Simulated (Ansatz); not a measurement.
# Ge (P4_32_12) in Ansatz: a series of runs, part 2 of 3

Ansatz 0.2.0. The steps go on from the part before.

## (4) Relaxation of cell and atoms, PBEsol

Input file input.yaml:

```yaml
crystal:
  lattice:
    - [5.93, 0.0, 0.0]
    - [0.0, 5.93, 0.0]
    - [0.0, 0.0, 6.98]
  atoms:
    - { symbol: Ge, position: [0.375, 0.1667, 0.75] }
    - { symbol: Ge, position: [0.3333, 0.875, 0.5] }
    - { symbol: Ge, position: [0.625, 0.8333, 0.25] }
    - { symbol: Ge, position: [0.6667, 0.125, 0.0] }
    - { symbol: Ge, position: [0.875, 0.3333, 0.5] }
    - { symbol: Ge, position: [0.8333, 0.625, 0.75] }
    - { symbol: Ge, position: [0.125, 0.6667, 0.0] }
    - { symbol: Ge, position: [0.1667, 0.375, 0.25] }
    - { symbol: Ge, position: [0.575, 0.425, 0.25] }
    - { symbol: Ge, position: [0.925, 0.925, 0.5] }
    - { symbol: Ge, position: [0.425, 0.575, 0.75] }
    - { symbol: Ge, position: [0.075, 0.075, 0.0] }
hamiltonian:
  xc: pbesol
  pseudopotentials: { kind: paw }
kpoints:
  mp_grid: { grid: [5, 5, 4] }
scf:
  occupations: { method: fermi_dirac, width: 0.05 }
output:
  forces: true
  stress: true
  eigenvalues: true
relax:
  f_tol: 0.01
  max_steps: 40
  cell: { stress_tol: 0.05 }
```

Potentials or basis: Ansatz PAW.

Launch:

```sh
> ansatz run input.yaml --threads 4 --pin off --max-ram 11264MiB --backend cpu --events-out ev --progress --plain --runs-dir out
```

Standard output:

```text
Warning: RAYON_NUM_THREADS=4 ignored (pool sized by the plan → 4); use --threads N
Engine: ansatz 0.2.0, aarch64-unknown-linux-gnu
Pseudopotentials: kind: paw
Pseudopotential: Ge, paw, valence charge 14, recommended cutoff 420 eV (normal), Ge.paw.azcp
Functional definition: PBEsol
  exchange = pbesol_x
  correlation = pbesol_c
Crystal: 12 atoms, lattice volume = 245.451 Å³
Basis set: ecut = 420 eV, 4783 PW (Γ), exchange–correlation on 80×80×96 points (8 copies of the dense FFT grid, shifted against one another)
Bands: 101, of which v1, the nominal top of the filled ones, is band 84 counted from 1 (83 counted from 0)
Symmetry: 8 space group operations
Space group: P43212 (ITA 96), of the structure as read, at distance tolerance 6.3e-5 Å
k-points: 18 of 100 (time reversal used)
Non-local potential: Ge, projectors of the file, l = 0: 2, l = 1: 2, l = 2: 3, l = 3: 1
PAW form: soft (Blöchl's): semilocal exchange-correlation on the pseudo side does not see the compensation charge
PAW frozen core: Ge, regenerated for the run's functional, and the local potential with it (the file was generated under x = pbe(κ = 0.804, μ = 0.2195149727645171), c = pbe(β = 0.06672455060314922))
PAW one-centre angular grid: Ge, 590 points (default); XC on 64 Gauss nodes
Initial density: superposition of atomic densities (neutral atoms: chi_scale 0, normalization atom), corrected by the library's trained network
Initial wavefunctions: pseudopotential atomic-orbital guess
Functional: x = pbesol(κ = 0.804, μ = 0.12345679012345678), c = pbesol(β = 0.046)
SCF iter   1: F=—  HF=-51040.418441 eV  |F-HF|=—  |Δ(HF+E_count)|=         —  Δρ=1.85e-3  dr2=7.54e-3  ethr=1.77e-3  ⟨swp⟩=5.9  Hψ=6453  notcnv=0  defer=5
preconditioner: auto → Resta (q_TF=auto, 2.561 Å⁻¹)  ε∞=2.9  [insulator: Δε(μ)=0.673 eV  Ē_g=22.313 eV  σ=0.050 eV  W_gap=1.00  n_scr=80 (ndim 8)  ℏωp=30.7 eV  f_vac=0.000  D(μ)=0.01/eV (n_scr^D=0)  ε∞_Penn≈2.9]
[... 106 lines left out ...]
--- Stress (GPa, compression-positive) ---
        0.002050       0.000000      -0.000000
        0.000000       0.002050       0.000000
       -0.000000       0.000000       0.003914
  P = ⅓ Tr σ = 0.0027 GPa (0.027 kbar)
--- Band table (eV; the first three rows and the last of 18) ---
  k-point 0: bands = ["-15.1191", "-15.0914", "-15.0914", "-15.0725", "-15.0725", "-15.0713", "-15.0671", "-15.0523", "-15.0507", "-15.0507", "-15.0461", "-15.0443", "-15.0410", "-15.0169", "-15.0050", "-15.0026", "-15.0026", "-14.9793", "-14.9764", "-14.9764", "-14.9689", "-14.9689", "-14.9674", "-14.9657", "-14.9460", "-14.9382", "-14.9382", "-14.9375", "-14.9285", "-14.9129", "-14.9129", "-14.9052", "-14.9001", "-14.8900", "-14.8900", "-14.8858", "-14.8786", "-14.8786", "-14.8740", "-14.8730", "-14.8707", "-14.8498", "-14.8498", "-14.8495", "-14.8276", "-14.8276", "-14.8168", "-14.8168", "-14.8099", "-14.8040", "-14.7983", "-14.7871", "-14.7808", "-14.7808", "-14.7770", "-14.7724", "-14.7697", "-14.7375", "-14.7375", "-14.7237", "-3.3408", "-0.8385", "-0.8385", "0.0269", "0.5598", "0.5598", "0.6412", "2.8955", "3.3761", "3.3761", "3.5166", "3.9142", "5.2762", "5.5536", "5.5536", "5.7935", "6.0699", "6.3316", "6.3316", "7.4892", "8.1706", "8.2252", "8.2252", "9.0183", "10.6303", "10.8547", "10.8547", "11.7035", "12.4951", "12.8365", "12.9900", "13.5207", "13.5207", "13.5512", "14.0634", "14.0634", "15.2845", "15.2983", "15.7246", "15.7246", "15.8497"]
  k-point 1: bands = ["-15.1186", "-15.1051", "-15.0783", "-15.0711", "-15.0704", "-15.0698", "-15.0673", "-15.0571", "-15.0557", "-15.0518", "-15.0506", "-15.0487", "-15.0231", "-15.0110", "-15.0022", "-15.0007", "-14.9988", "-14.9860", "-14.9794", "-14.9783", "-14.9701", "-14.9655", "-14.9647", "-14.9646", "-14.9515", "-14.9491", "-14.9387", "-14.9336", "-14.9219", "-14.9209", "-14.9147", "-14.9063", "-14.9023", "-14.8926", "-14.8894", "-14.8851", "-14.8791", "-14.8776", "-14.8721", "-14.8718", "-14.8643", "-14.8545", "-14.8491", "-14.8451", "-14.8327", "-14.8192", "-14.8185", "-14.8137", "-14.8094", "-14.8075", "-14.8038", "-14.7897", "-14.7817", "-14.7816", "-14.7768", "-14.7697", "-14.7622", "-14.7438", "-14.7324", "-14.7252", "-3.1687", "-1.8484", "0.0637", "0.0850", "0.2705", "0.7082", "1.1763", "2.2897", "2.8838", "3.6089", "3.7746", "3.8033", "4.7407", "4.9602", "6.1128", "6.3313", "6.7372", "6.9099", "6.9212", "7.1219", "7.7246", "8.1497", "8.2806", "8.3276", "11.0863", "11.2138", "11.3470", "11.7090", "11.7101", "11.9050", "11.9388", "12.3887", "13.3948", "13.9191", "14.7384", "14.8990", "15.1923", "15.5087", "15.5339", "15.5536", "15.5840"]
  k-point 2: bands = ["-15.1148", "-15.1148", "-15.0701", "-15.0701", "-15.0686", "-15.0686", "-15.0653", "-15.0653", "-15.0557", "-15.0557", "-15.0517", "-15.0517", "-15.0047", "-15.0047", "-14.9997", "-14.9997", "-14.9944", "-14.9944", "-14.9853", "-14.9853", "-14.9702", "-14.9702", "-14.9603", "-14.9603", "-14.9514", "-14.9514", "-14.9362", "-14.9362", "-14.9285", "-14.9285", "-14.9057", "-14.9057", "-14.9025", "-14.9025", "-14.8895", "-14.8895", "-14.8747", "-14.8747", "-14.8715", "-14.8715", "-14.8573", "-14.8573", "-14.8478", "-14.8478", "-14.8221", "-14.8221", "-14.8157", "-14.8157", "-14.8124", "-14.8124", "-14.7992", "-14.7992", "-14.7810", "-14.7810", "-14.7720", "-14.7720", "-14.7518", "-14.7518", "-14.7284", "-14.7284", "-2.6603", "-2.6603", "0.1463", "0.1463", "0.6595", "0.6595", "1.6802", "1.6802", "3.1240", "3.1240", "3.7309", "3.7309", "4.7139", "4.7139", "6.3361", "6.3361", "7.1994", "7.1994", "7.2675", "7.2675", "8.0345", "8.0345", "8.4840", "8.4840", "10.0126", "10.0126", "10.6662", "10.6662", "12.6724", "12.6724", "12.7040", "12.7040", "13.8550", "13.8550", "13.9054", "13.9054", "14.8874", "14.8874", "14.9326", "14.9326", "16.4461"]
  k-point 17: bands = ["-15.0990", "-15.0990", "-15.0957", "-15.0957", "-15.0643", "-15.0643", "-15.0611", "-15.0611", "-15.0381", "-15.0381", "-15.0324", "-15.0324", "-15.0242", "-15.0242", "-15.0026", "-15.0026", "-14.9875", "-14.9875", "-14.9771", "-14.9771", "-14.9693", "-14.9693", "-14.9586", "-14.9586", "-14.9473", "-14.9473", "-14.9407", "-14.9407", "-14.9216", "-14.9216", "-14.9148", "-14.9148", "-14.8939", "-14.8939", "-14.8882", "-14.8882", "-14.8682", "-14.8682", "-14.8629", "-14.8629", "-14.8542", "-14.8542", "-14.8467", "-14.8467", "-14.8364", "-14.8364", "-14.8248", "-14.8248", "-14.8038", "-14.8038", "-14.8021", "-14.8021", "-14.7849", "-14.7849", "-14.7827", "-14.7827", "-14.7604", "-14.7604", "-14.7452", "-14.7452", "-1.5534", "-1.5534", "-0.9759", "-0.9759", "-0.1680", "-0.1680", "0.3395", "0.3395", "4.2879", "4.2879", "4.7264", "4.7264", "6.3730", "6.3730", "6.7743", "6.7743", "7.1884", "7.1884", "7.6014", "7.6014", "8.0567", "8.0567", "8.4661", "8.4661", "10.4817", "10.4817", "10.8197", "10.8197", "11.4639", "11.4639", "11.8931", "11.8931", "12.5406", "12.5406", "13.1403", "13.1403", "14.1420", "14.1420", "14.6683", "14.6683", "15.5677"]
--- Relaxed structure (5 steps of the walk, 5 accepted, 1 SCFs on fresh bases) ---
  F+E_penalty+E_count = -51040.59669424 eV   max|allowed force component| = 2.966e-3 eV/Å   (the final SCF, on the basis selected at the relaxed cell)
  cell:  # Å, volume = 244.5249 Å³
    - [5.929047682639881, -3.283316488393662e-33, 5.947316961106412e-19]
    - [-1.8240647157742565e-33, 5.929047682639881, -1.8239533836993192e-34]
    - [7.000383202111766e-19, -2.1469130890760962e-34, 6.955899401619802]
  atoms:
    - { symbol: Ge, position: [0.36918169963765707, 0.17187102886891192, 0.7425859746367443] }
    - { symbol: Ge, position: [0.328128971131088, 0.869181699637657, 0.4925859746367441] }
    - { symbol: Ge, position: [0.6308183003623429, 0.8281289711310882, 0.24258597463674414] }
    - { symbol: Ge, position: [0.6718710288689118, 0.1308183003623429, -0.007414025363255899] }
    - { symbol: Ge, position: [0.869181699637657, 0.328128971131088, 0.507414025363256] }
    - { symbol: Ge, position: [0.8281289711310882, 0.6308183003623429, 0.7574140253632559] }
    - { symbol: Ge, position: [0.1308183003623429, 0.6718710288689118, 0.007414025363255897] }
    - { symbol: Ge, position: [0.17187102886891192, 0.36918169963765707, 0.2574140253632559] }
    - { symbol: Ge, position: [0.5883433288897933, 0.4116566711102066, 0.25] }
    - { symbol: Ge, position: [0.9116566711102067, 0.9116566711102067, 0.5] }
    - { symbol: Ge, position: [0.4116566711102066, 0.5883433288897933, 0.7500000000000001] }
    - { symbol: Ge, position: [0.08834332888979339, 0.08834332888979339, -1.2306638111932114e-19] }
```

Run time: 94 s. Hardware: 4 threads of Arm Neoverse V1, shared host; peak memory 0.94 GiB.

What came out:

* Free energy: -51040.5967 eV
* Relaxed volume: 20.38 Å³/atom
* Relaxed cell: a = 5.929 Å, b = 5.929 Å, c = 6.956 Å, α = 90.00°, β = 90.00°, γ = 90.00°
* Space group after relaxing (to 0.05 Å): P4_32_12 (No. 96)
* Energy gained by relaxing: 15.7 meV/atom
* Ionic steps: 6
* Pressure after relaxing: 0.0 GPa
* Largest force after relaxing: 0.004 eV/Å
* Band gap on the k mesh: 0.61 eV, indirect (least direct gap 0.70 eV)

Forces on the atoms (eV/Å):
```
Ge   0.003  0.002 -0.001
Ge  -0.002  0.003 -0.001
Ge  -0.003 -0.002 -0.001
Ge   0.002 -0.003 -0.001
Ge   0.003 -0.002  0.001
Ge  -0.002 -0.003  0.001
Ge  -0.003  0.002  0.001
Ge   0.002  0.003  0.001
Ge   0.002 -0.002  0.000
Ge  -0.002 -0.002  0.000
Ge  -0.002  0.002  0.000
Ge   0.002  0.002  0.000
```

The path:
| step | energy change (eV) | largest force (eV/Å) | volume (Å³) |
| --- | --- | --- | --- |
| 1 | 0.0000 | 0.8537 | 245.45 |
| 2 | -0.1693 | 0.0907 | 243.04 |
| 3 | -0.1869 | 0.0361 | 244.93 |
| 4 | -0.1886 | 0.0082 | 244.60 |
| 5 | -0.1887 | 0.0038 | 244.52 |
| 6 | -0.1885 | 0.0038 | 244.52 |

Final structure:
```
Ge
1.0
     5.92905    0.00000    0.00000
     0.00000    5.92905    0.00000
     0.00000    0.00000    6.95590
Ge
12
Cartesian
  2.1889 1.0190 5.1654
  1.9455 5.1534 3.4264
  3.7402 4.9100 1.6874
  3.9836 0.7756 -0.0516
  5.1534 1.9455 3.5295
  4.9100 3.7402 5.2685
  0.7756 3.9836 0.0516
  1.0190 2.1889 1.7905
  3.4883 2.4407 1.7390
  5.4053 5.4053 3.4779
  2.4407 3.4883 5.2169
  0.5238 0.5238 0.0000
```

Caveat: odd divisions of the mesh miss points on the zone boundary, where band edges often lie, so the gap on the mesh can be too wide; the plane-wave basis is chosen anew once the cell has moved, so the energies of steps on either side of that aren't comparable; the PAW data sets come from PBE, with cores solved anew for the run's functional, which leaves a small shift of forces and pressure. Expect the measured gap to be larger: semilocal functionals such as PBEsol lack the derivative discontinuity.

## (5) Relaxation of cell and atoms, RPBE

Edit input.yaml of step 4 so:

```diff
@@ -19,3 +19,3 @@
 hamiltonian:
-  xc: pbesol
+  xc: rpbe
   pseudopotentials: { kind: paw }
@@ -29,2 +29,6 @@
   eigenvalues: true
+  write_density: true
+  write_potential: true
+  elf: true
+  volumetric_format: npy
 relax:
```

Potentials or basis: Ansatz PAW.

Launch:

```sh
> ansatz run input.yaml --threads 4 --pin off --max-ram 11264MiB --backend cpu --events-out ev --progress --plain --runs-dir out
```

Standard output:

```text
Warning: RAYON_NUM_THREADS=4 ignored (pool sized by the plan → 4); use --threads N
[... 3 set-up lines as earlier in the session ...]
Functional definition: RPBE
  parameter kappa = 0.804
  parameter beta = 0.06672455060314922
  exchange = rpbe_x(kappa = kappa, mu = beta*pi^2/3)
  correlation = pbe_c(beta = beta)
Crystal: 12 atoms, lattice volume = 245.451 Å³
Basis set: ecut = 420 eV, 4783 PW (Γ), exchange–correlation on 80×80×96 points (8 copies of the dense FFT grid, shifted against one another)
Bands: 101, of which v1, the nominal top of the filled ones, is band 84 counted from 1 (83 counted from 0)
[... 1 set-up line as earlier in the session ...]
[... 151 lines left out ...]
--- Relaxed structure (6 steps of the walk, 6 accepted, 2 SCFs on fresh bases) ---
  F+E_penalty+E_count = -51606.60197479 eV   max|allowed force component| = 5.800e-4 eV/Å   (the final SCF, on the basis selected at the relaxed cell)
  cell:  # Å, volume = 266.7004 Å³
    - [6.074857620093215, 1.0032355936758411e-33, -9.842362630711103e-18]
    - [5.47219414732277e-33, 6.074857620093215, -7.569805598258279e-33]
    - [-1.1585108121815091e-17, -8.802806827999591e-33, 7.22689056322153]
  atoms:
    - { symbol: Ge, position: [0.3706872635637629, 0.16955257309693364, 0.7513967444697043] }
    - { symbol: Ge, position: [0.3304474269030662, 0.8706872635637629, 0.5013967444697043] }
    - { symbol: Ge, position: [0.629312736436237, 0.830447426903066, 0.25139674446970434] }
    - { symbol: Ge, position: [0.6695525730969335, 0.12931273643623697, 0.0013967444697043278] }
    - { symbol: Ge, position: [0.8706872635637629, 0.3304474269030662, 0.4986032555302957] }
    - { symbol: Ge, position: [0.830447426903066, 0.629312736436237, 0.7486032555302956] }
    - { symbol: Ge, position: [0.12931273643623697, 0.6695525730969335, -0.0013967444697043298] }
    - { symbol: Ge, position: [0.16955257309693364, 0.3706872635637629, 0.24860325553029566] }
    - { symbol: Ge, position: [0.5855204748640633, 0.4144795251359365, 0.24999999999999997] }
    - { symbol: Ge, position: [0.9144795251359363, 0.9144795251359363, 0.49999999999999994] }
    - { symbol: Ge, position: [0.4144795251359365, 0.5855204748640633, 0.7499999999999999] }
    - { symbol: Ge, position: [0.08552047486406344, 0.08552047486406344, -5.1527199839923873e-20] }
```

Wall time 2.4 min (4 threads of Arm Neoverse V1, shared host); peak memory 1 GiB.

Results:

```yaml
Free_energy: -51606.6020 eV
Relaxed_volume: 22.23 Å³/atom
Relaxed_cell: a = 6.075 Å, b = 6.075 Å, c = 7.227 Å, α = 90.00°, β = 90.00°, γ = 90.00°
Space_group_after_relaxing_to_0.05_Å: P4_32_12 (No. 96)
Energy_gained_by_relaxing: 43.4 meV/atom
Ionic_steps: 8
Pressure_after_relaxing: 0.0 GPa
Band_gap_on_the_k_mesh: 0.55 eV, indirect (least direct gap 0.58 eV)
```

Step by step:
```
step  energy change (eV)  largest force (eV/Å)  volume (Å³)
   1              0.0000                0.9097       245.45
   2             -0.4787                0.1352       267.14
   3             -0.5132                0.0372       267.05
   4             -0.5164                0.0159       266.51
   5             -0.5166                0.0031       266.52
   6             -0.5210                0.0032       266.52
   7             -0.5210                0.0008       266.70
   8             -0.5211                0.0008       266.70
```

Final structure:
```xyz
12
Lattice="6.0749 0.0000 0.0000 0.0000 6.0749 0.0000 0.0000 0.0000 7.2269" Properties=species:S:1:pos:R:3 pbc="T T T"
Ge    2.2519    1.0300    5.4303
Ge    2.0074    5.2893    3.6235
Ge    3.8230    5.0448    1.8168
Ge    4.0674    0.7856    0.0101
Ge    5.2893    2.0074    3.6034
Ge    5.0448    3.8230    5.4101
Ge    0.7856    4.0674   -0.0101
Ge    1.0300    2.2519    1.7966
Ge    3.5570    2.5179    1.8067
Ge    5.5553    5.5553    3.6134
Ge    2.5179    3.5570    5.4202
Ge    0.5195    0.5195    0.0000
```

Levels at points of the mesh, in eV from the valence-band top:
```tsv
k point	band 80	band 81	band 82	band 83	band 84	band 85	band 86	band 87	band 88	band 89
(0.00, 0.00, 0.00)	-1.61	-0.85	-0.80	-0.80	-0.16	1.49	1.68	1.68	2.66	3.40
(0.00, 0.00, -0.50)	-1.65	-1.00	-1.00	-0.61	-0.61	0.86	0.86	1.73	1.73	3.21
```

Caveat: odd divisions of the mesh miss points on the zone boundary, where band edges often lie, so the gap on the mesh can be too wide; the plane-wave basis is chosen anew once the cell has moved, so the energies of steps on either side of that aren't comparable; the PAW data sets come from PBE, with cores solved anew for the run's functional, which leaves a small shift of forces and pressure. RPBE and its kin give volumes clearly too large for solids.

(Part 2 of 3 ends here.)
